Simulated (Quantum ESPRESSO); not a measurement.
# ZnO (zincite) (P6_3mc) in Quantum ESPRESSO: band structure with PBEsol

Aim: the band structure of ZnO (zincite) with PBEsol.

Program: Quantum ESPRESSO 7.5. These are calculated values, not measurements. Logs are shortened: lines on timing, memory, paths and dates and some standing lists are left out, and cuts for length are marked.

**Experimental background.**

“Electronic structure of alkaline earth and post-transition metal oxides”, 2009, arxiv:0908.1581 quotes, for a bulk crystal of ZnO: band gap 3.37 eV.

The results are compared with them further down.

## Step 1: The structure

The structure is hexagonal, space group P6_3mc (No. 186). The conventional cell has a = 3.249 Å, b = 3.249 Å, c = 5.206 Å, α = 90.00°, β = 90.00°, γ = 120.00°. Around Zn (site symmetry 3m) lie 4 O at 1.97 to 1.98 Å. O (site symmetry 3m) is surrounded by 4 Zn at 1.97 to 1.98 Å.

## Step 2: Band structure, PBEsol

File pw.in:

```
&CONTROL
  calculation = 'scf'
  prefix = 'pwscf'
  outdir = './tmp'
  pseudo_dir = './pseudo'
  tprnfor = .true.
  tstress = .true.
  disk_io = 'low'
/
&SYSTEM
  ibrav = 0
  nat = 4
  ntyp = 2
  ecutwfc = 45
  ecutrho = 360
  nbnd = 36
  occupations = 'smearing'
  smearing = 'fd'
  degauss = 0.00367493
/
&ELECTRONS
  conv_thr = 8d-10
  electron_maxstep = 120
  mixing_beta = 0.5
/
ATOMIC_SPECIES
Zn    65.3800 zn_pbesol_v1.uspp.F.UPF
O     15.9990 o_pbesol_v1.2.uspp.F.UPF
CELL_PARAMETERS angstrom
   3.2493080000    0.0000000000    0.0000000000
  -1.6246540000    2.8139832727    0.0000000000
   0.0000000000    0.0000000000    5.2057090000
ATOMIC_POSITIONS crystal
Zn     0.6666666667    0.3333333333    0.0000000000
Zn     0.3333333333    0.6666666667    0.5000000000
O      0.3333333333    0.6666666667    0.8790100000
O      0.6666666667    0.3333333333    0.3790100000
K_POINTS automatic
9 9 5 0 0 0
```

File bands.in:

```
&CONTROL
  calculation = 'bands'
  prefix = 'pwscf'
  outdir = './tmp'
  pseudo_dir = './pseudo'
  disk_io = 'low'
  verbosity = 'high'
/
&SYSTEM
  ibrav = 0
  nat = 4
  ntyp = 2
  ecutwfc = 45
  ecutrho = 360
  nbnd = 36
  occupations = 'smearing'
  smearing = 'fd'
  degauss = 0.00367493
/
&ELECTRONS
  conv_thr = 1d-08
  electron_maxstep = 120
  mixing_beta = 0.5
  diago_full_acc = .true.
/
ATOMIC_SPECIES
Zn    65.3800 zn_pbesol_v1.uspp.F.UPF
O     15.9990 o_pbesol_v1.2.uspp.F.UPF
CELL_PARAMETERS angstrom
   3.2493080000    0.0000000000    0.0000000000
  -1.6246540000    2.8139832727    0.0000000000
   0.0000000000    0.0000000000    5.2057090000
ATOMIC_POSITIONS crystal
Zn     0.6666666667    0.3333333333    0.0000000000
Zn     0.3333333333    0.6666666667    0.5000000000
O      0.3333333333    0.6666666667    0.8790100000
O      0.6666666667    0.3333333333    0.3790100000
K_POINTS crystal
60
 0.0000000000  0.0000000000  0.0000000000 1
 0.0714285714  0.0000000000  0.0000000000 1
 0.1428571429  0.0000000000  0.0000000000 1
 0.2142857143  0.0000000000  0.0000000000 1
 0.2857142857  0.0000000000  0.0000000000 1
 0.3571428571  0.0000000000  0.0000000000 1
 0.4285714286  0.0000000000  0.0000000000 1
 0.5000000000  0.0000000000  0.0000000000 1
 0.4583333333  0.0833333333  0.0000000000 1
 0.4166666667  0.1666666667  0.0000000000 1
 0.3750000000  0.2500000000  0.0000000000 1
 0.3333333333  0.3333333333  0.0000000000 1
 0.2962962963  0.2962962963  0.0000000000 1
 0.2592592593  0.2592592593  0.0000000000 1
 0.2222222222  0.2222222222  0.0000000000 1
 0.1851851852  0.1851851852  0.0000000000 1
 0.1481481481  0.1481481481  0.0000000000 1
 0.1111111111  0.1111111111  0.0000000000 1
 0.0740740741  0.0740740741  0.0000000000 1
 0.0370370370  0.0370370370  0.0000000000 1
 0.0000000000  0.0000000000  0.0000000000 1
 0.0000000000  0.0000000000  0.1250000000 1
 0.0000000000  0.0000000000  0.2500000000 1
 0.0000000000  0.0000000000  0.3750000000 1
 0.0000000000  0.0000000000  0.5000000000 1
 0.0625000000  0.0000000000  0.5000000000 1
 0.1250000000  0.0000000000  0.5000000000 1
 0.1875000000  0.0000000000  0.5000000000 1
 0.2500000000  0.0000000000  0.5000000000 1
 0.3125000000  0.0000000000  0.5000000000 1
 0.3750000000  0.0000000000  0.5000000000 1
 0.4375000000  0.0000000000  0.5000000000 1
 0.5000000000  0.0000000000  0.5000000000 1
 0.4666666667  0.0666666667  0.5000000000 1
 0.4333333333  0.1333333333  0.5000000000 1
 0.4000000000  0.2000000000  0.5000000000 1
 0.3666666667  0.2666666667  0.5000000000 1
 0.3333333333  0.3333333333  0.5000000000 1
 0.3030303030  0.3030303030  0.5000000000 1
 0.2727272727  0.2727272727  0.5000000000 1
 0.2424242424  0.2424242424  0.5000000000 1
 0.2121212121  0.2121212121  0.5000000000 1
 0.1818181818  0.1818181818  0.5000000000 1
 0.1515151515  0.1515151515  0.5000000000 1
 0.1212121212  0.1212121212  0.5000000000 1
 0.0909090909  0.0909090909  0.5000000000 1
 0.0606060606  0.0606060606  0.5000000000 1
 0.0303030303  0.0303030303  0.5000000000 1
 0.0000000000  0.0000000000  0.5000000000 1
 0.5000000000  0.0000000000  0.5000000000 1
 0.5000000000  0.0000000000  0.3750000000 1
 0.5000000000  0.0000000000  0.2500000000 1
 0.5000000000  0.0000000000  0.1250000000 1
 0.5000000000  0.0000000000  0.0000000000 1
 0.3333333333  0.3333333333  0.0000000000 1
 0.3333333333  0.3333333333  0.1000000000 1
 0.3333333333  0.3333333333  0.2000000000 1
 0.3333333333  0.3333333333  0.3000000000 1
 0.3333333333  0.3333333333  0.4000000000 1
 0.3333333333  0.3333333333  0.5000000000 1
```

Potentials or basis: GBRV 1.5 PBEsol.

On the command line:

```sh
$ OMP_NUM_THREADS=1 pw.x -in pw.in > pw.out
$ OMP_NUM_THREADS=1 pw.x -in bands.in > bands.out
```

pw.out:

```text
This program is part of the open-source Quantum ESPRESSO suite
     for quantum simulation of materials; please cite
         "P. Giannozzi et al., J. Phys.:Condens. Matter 21 395502 (2009);
         "P. Giannozzi et al., J. Phys.:Condens. Matter 29 465901 (2017);
         "P. Giannozzi et al., J. Chem. Phys. 152 154105 (2020);
     in publications or presentations arising from this work. More details at

     Message from routine setup:
     using ibrav=0 with symmetry is DISCOURAGED, use correct ibrav instead

     G-vector sticks info
     --------------------
     sticks:   dense  smooth     PW     G-vecs:    dense   smooth      PW
     Sum         931     463    151                37049    13093    2237

     Using Slab Decomposition

     bravais-lattice index     =            0
     lattice parameter (alat)  =       6.1403  a.u.
     unit-cell volume          =     321.2099 (a.u.)^3
     number of atoms/cell      =            4
     number of atomic types    =            2
     number of electrons       =        52.00
     number of Kohn-Sham states=           36
     kinetic-energy cutoff     =      45.0000  Ry
     charge density cutoff     =     360.0000  Ry
     scf convergence threshold =      8.0E-10
     mixing beta               =       0.5000
     number of iterations used =            8  plain     mixing
     Exchange-correlation= SLA  PW   PSX  PSC
                           (   1   4  10   8   0   0   0)

     celldm(1)=   6.140302  celldm(2)=   0.000000  celldm(3)=   0.000000
     celldm(4)=   0.000000  celldm(5)=   0.000000  celldm(6)=   0.000000

     crystal axes: (cart. coord. in units of alat)
               a(1) = (   1.000000   0.000000   0.000000 )
               a(2) = (  -0.500000   0.866025   0.000000 )
               a(3) = (   0.000000   0.000000   1.602098 )

     reciprocal axes: (cart. coord. in units 2 pi/alat)
               b(1) = (  1.000000  0.577350 -0.000000 )
               b(2) = (  0.000000  1.154701  0.000000 )
               b(3) = (  0.000000 -0.000000  0.624182 )

     PseudoPot. # 1 for Zn read from file:
     zn_pbesol_v1.uspp.F.UPF
     Pseudo is Ultrasoft, Zval = 20.0
     Generated by new atomic code, or converted to UPF format
     Using radial grid of  943 points,  6 beta functions with:
                l(1) =   0
                l(2) =   0
                l(3) =   1
                l(4) =   1
                l(5) =   2
                l(6) =   2
     Q(r) pseudized with  8 coefficients,  rinner =    1.100   1.100   1.100
                                                       1.100   1.100

     PseudoPot. # 2 for O  read from file:
     o_pbesol_v1.2.uspp.F.UPF
     Pseudo is Ultrasoft + core correction, Zval =  6.0
     Generated by new atomic code, or converted to UPF format
     Using radial grid of  737 points,  5 beta functions with:
                l(1) =   0
                l(2) =   0
                l(3) =   1
                l(4) =   1
                l(5) =   2
     Q(r) pseudized with  8 coefficients,  rinner =    0.900   0.900   0.900
                                                       0.900   0.900

     atomic species   valence    mass     pseudopotential
     Zn               20.00    65.38000     Zn( 1.00)
     O                 6.00    15.99900     O ( 1.00)

     12 Sym. Ops. (no inversion) found ( 6 have fractional translation)

   Cartesian axes

     site n.     atom                  positions (alat units)
         1        Zn     tau(   1) = (   0.5000000   0.2886751   0.0000000  )
         2        Zn     tau(   2) = (  -0.0000000   0.5773503   0.8010489  )
         3        O      tau(   3) = (  -0.0000000   0.5773503   1.4082599  )
         4        O      tau(   4) = (   0.5000000   0.2886751   0.6072111  )

     number of k points=    36  Fermi-Dirac smearing, width (Ry)=  0.0037
                       cart. coord. in units 2pi/alat
        k(    1) = (   0.0000000   0.0000000   0.0000000), wk =   0.0049383
        k(    2) = (   0.0000000   0.0000000   0.1248363), wk =   0.0098765
        k(    3) = (   0.0000000   0.0000000   0.2496727), wk =   0.0098765
        k(    4) = (   0.0000000   0.1283001   0.0000000), wk =   0.0296296
        k(    5) = (   0.0000000   0.1283001   0.1248363), wk =   0.0592593
        k(    6) = (   0.0000000   0.1283001   0.2496727), wk =   0.0592593
[... 28 lines left out ...]
        k(   35) = (   0.3333333   0.5773503   0.1248363), wk =   0.0197531
        k(   36) = (   0.3333333   0.5773503   0.2496727), wk =   0.0197531

     Dense  grid:    37049 G-vectors     FFT dimensions: (  40,  40,  60)

     Smooth grid:    13093 G-vectors     FFT dimensions: (  27,  27,  48)

     Check: negative core charge=   -0.000002

     Initial potential from superposition of free atoms

     starting charge      51.9997, renormalised to      52.0000
     Starting wfcs are   34 randomized atomic wfcs +    2 random wfcs

     Self-consistent Calculation

     iteration #  1     ecut=    45.00 Ry     beta= 0.50
     Davidson diagonalization with overlap
     ethr =  1.00E-02,  avg # of iterations =  4.3

     total energy              =    -986.78725320 Ry
     estimated scf accuracy    <       0.78752958 Ry

     iteration #  2     ecut=    45.00 Ry     beta= 0.50
     Davidson diagonalization with overlap
     ethr =  1.51E-03,  avg # of iterations =  2.0

     total energy              =    -987.00866175 Ry
     estimated scf accuracy    <       0.35428815 Ry

     iteration #  3     ecut=    45.00 Ry     beta= 0.50
     Davidson diagonalization with overlap
     ethr =  6.81E-04,  avg # of iterations =  2.0

     total energy              =    -987.07248662 Ry
     estimated scf accuracy    <       0.00666894 Ry

     iteration #  4     ecut=    45.00 Ry     beta= 0.50
     Davidson diagonalization with overlap
     ethr =  1.28E-05,  avg # of iterations =  2.9

     total energy              =    -987.07300538 Ry
     estimated scf accuracy    <       0.00132170 Ry

     iteration #  5     ecut=    45.00 Ry     beta= 0.50
     Davidson diagonalization with overlap
     ethr =  2.54E-06,  avg # of iterations =  2.4

     total energy              =    -987.07314702 Ry
     estimated scf accuracy    <       0.00001879 Ry

     iteration #  6     ecut=    45.00 Ry     beta= 0.50
     Davidson diagonalization with overlap
     ethr =  3.61E-08,  avg # of iterations =  2.0

     total energy              =    -987.07315049 Ry
     estimated scf accuracy    <       0.00000327 Ry

     iteration #  7     ecut=    45.00 Ry     beta= 0.50
     Davidson diagonalization with overlap
     ethr =  6.30E-09,  avg # of iterations =  1.2

     total energy              =    -987.07315073 Ry
     estimated scf accuracy    <       0.00000002 Ry

     iteration #  8     ecut=    45.00 Ry     beta= 0.50
     Davidson diagonalization with overlap
     ethr =  4.35E-11,  avg # of iterations =  2.0

     End of self-consistent calculation

          k = 0.0000 0.0000 0.0000 (  1677 PWs)   bands (ev):

  -114.4366-114.4363 -68.7957 -68.7930 -68.7916 -68.7916 -68.7912 -68.7912
    -9.3357  -8.5732   2.9311   2.9311   2.9673   2.9706   3.1283   3.1283
     4.1130   4.1130   4.3302   4.3302   4.5977   7.8357   7.8357   8.5815
     8.6554   8.6554   9.3744  13.7891  16.8099  21.4167  21.4167  22.6652
    22.6941  22.6941  24.9667  26.6680

          k = 0.0000 0.0000 0.1248 (  1677 PWs)   bands (ev):

  -114.4365-114.4363 -68.7954 -68.7932 -68.7915 -68.7915 -68.7912 -68.7912
    -9.2667  -8.6500   2.8185   2.8949   2.9410   2.9410   3.0995   3.0995
     4.1414   4.1414   4.3183   4.3183   5.0293   7.8520   7.9155   7.9155
     8.5790   8.5790  10.2296  13.4615  17.1057  21.3933  21.4235  21.4235
    22.4163  22.4163  25.4239  27.0901

          k = 0.0000 0.0000 0.2497 (  1647 PWs)   bands (ev):

  -114.4364-114.4363 -68.7945 -68.7936 -68.7914 -68.7914 -68.7912 -68.7912
    -9.0824  -8.8469   2.6880   2.7464   2.9755   2.9755   3.0353   3.0353
     4.2088   4.2088   4.2770   4.2770   5.9203   6.8954   8.1232   8.1232
     8.3768   8.3768  11.4507  12.6046  17.9894  19.4728  21.5469  21.5469
    21.9065  21.9065  26.1806  27.1548

          k = 0.0000 0.1283 0.0000 (  1651 PWs)   bands (ev):

  -114.4365-114.4362 -68.7955 -68.7928 -68.7917 -68.7916 -68.7912 -68.7911
    -9.2659  -8.5429   2.8504   2.9695   3.0118   3.0570   3.1370   3.1834
     4.0843   4.1096   4.3365   4.3804   4.5839   7.3886   7.6701   7.9457
     8.4976   8.5680  10.2479  14.2954  16.7995  20.2149  21.5346  21.8234
    22.8426  22.8448  24.3823  25.9642
[... 235 lines left out ...]
  -114.4362-114.4362 -68.7940 -68.7940 -68.7930 -68.7927 -68.7927 -68.7920
    -8.4515  -8.4515   2.8802   3.2683   3.2683   3.6380   3.9029   3.9029
     4.0355   4.1781   4.2041   4.2041   4.8624   5.1202   5.1202   6.7185
     6.7185   6.9265  16.2019  16.2864  16.2864  16.6721  19.3868  19.3868
    21.5890  22.3277  22.3277  29.7161

          k = 0.3333 0.5774 0.1248 (  1632 PWs)   bands (ev):

  -114.4362-114.4362 -68.7942 -68.7942 -68.7929 -68.7926 -68.7926 -68.7922
    -8.4475  -8.4475   2.9201   3.1251   3.1251   3.4884   3.7653   3.7653
     4.0611   4.1673   4.4129   4.4129   5.0571   5.0571   5.1047   6.7328
     6.9668   6.9668  16.2888  16.3423  16.3423  16.6544  18.6146  18.6146
    22.0108  23.1761  23.1761  27.7718

          k = 0.3333 0.5774 0.2497 (  1620 PWs)   bands (ev):

  -114.4362-114.4362 -68.7943 -68.7943 -68.7926 -68.7923 -68.7923 -68.7923
    -8.4410  -8.4410   2.9095   2.9095   3.0411   3.2403   3.6917   3.6917
     4.0998   4.1382   4.6154   4.6154   4.9543   4.9543   5.6399   6.2426
     7.3512   7.3512  16.4589  16.5283  16.5283  16.5897  17.5925  17.5925
    23.2684  24.3582  24.3582  25.2718

     the Fermi energy is     9.0548 ev

!    total energy              =    -987.07315074 Ry
     estimated scf accuracy    <          6.5E-10 Ry
     smearing contrib. (-TS)   =      -0.00000054 Ry
     internal energy E=F+TS    =    -987.07315020 Ry

     The total energy is F=E-TS. E is the sum of the following terms:
     one-electron contribution =    -805.60352626 Ry
     hartree contribution      =     424.01882053 Ry
     xc contribution           =     -98.06230976 Ry
     ewald contribution        =    -507.42613471 Ry

     convergence has been achieved in   8 iterations

     Forces acting on atoms (cartesian axes, Ry/au):

     atom    1 type  1   force =     0.00000000    0.00000000   -0.00251276
     atom    2 type  1   force =     0.00000000   -0.00000000   -0.00251276
     atom    3 type  2   force =     0.00000000    0.00000000    0.00251276
     atom    4 type  2   force =     0.00000000    0.00000000    0.00251276

     Total force =     0.005026     Total SCF correction =     0.000003

     Computing stress (Cartesian axis) and pressure

          total   stress  (Ry/bohr**3)                   (kbar)     P=      -13.23
  -0.00012762  -0.00000000   0.00000000          -18.77       -0.00        0.00
  -0.00000000  -0.00012762   0.00000000           -0.00      -18.77        0.00
   0.00000000   0.00000000  -0.00001450            0.00        0.00       -2.13

=------------------------------------------------------------------------------=
   JOB DONE.
=------------------------------------------------------------------------------=
```

It took 43 s on 1 thread of INTEL XEON PLATINUM 8581C at 2.10GHz (Emerald Rapids), shared host; peak memory 0.2 GiB.

Results:

```
Free energy             : -13429.8144 eV
Pressure                : -1.3 GPa
Largest force           : 0.065 eV/Å
Band gap on the k mesh  : 0.72 eV, direct
Band gap along the path : 0.72 eV, direct
```

Forces in eV/Å, atoms in the order of the input:
```
Zn   0.000  0.000 -0.065
Zn   0.000  0.000 -0.065
O    0.000  0.000  0.065
O    0.000  0.000  0.065
```

Levels at the corners of the path, in eV from the valence-band top:
```
point  band 23  band 24  band 25  band 26  band 27  band 28  band 29  band 30
    Γ    -0.82    -0.07     0.00     0.00     0.72     5.13     8.15    12.76
    M    -2.85    -2.30    -1.30    -0.83     5.71     6.73     7.50     8.43
    K    -3.54    -1.94    -1.94    -1.73     7.55     7.63     7.63     8.02
    Γ    -0.82    -0.07     0.00     0.00     0.72     5.13     8.15    12.76
    A    -0.40    -0.40    -0.40    -0.40     3.39     3.39    10.00    10.00
    L    -1.52    -1.52    -1.37    -1.37     5.61     5.61     8.36     8.36
    H    -2.71    -2.71    -1.24    -1.24     7.88     7.88     7.94     7.94
    A    -0.40    -0.40    -0.40    -0.40     3.39     3.39    10.00    10.00
    L    -1.52    -1.52    -1.37    -1.37     5.61     5.61     8.36     8.36
    M    -2.85    -2.30    -1.30    -0.83     5.71     6.73     7.50     8.43
    K    -3.54    -1.94    -1.94    -1.73     7.55     7.63     7.63     8.02
    H    -2.71    -2.71    -1.24    -1.24     7.88     7.88     7.94     7.94
```

## Step 3: Comparison with measurements

Step 2. Against the measured gap of ZnO, 3.37 eV (quoted in “Electronic structure of alkaline earth and post-transition metal oxides”, 2009, arxiv:0908.1581), the calculated 0.72 eV is off by -2.65 eV. So large a miss can be the level of theory's own, or it may mean another phase, state or a wrong row. The value is that of PBEsol, without temperature or zero-point motion. Semilocal functionals fall short of measured gaps as a rule.
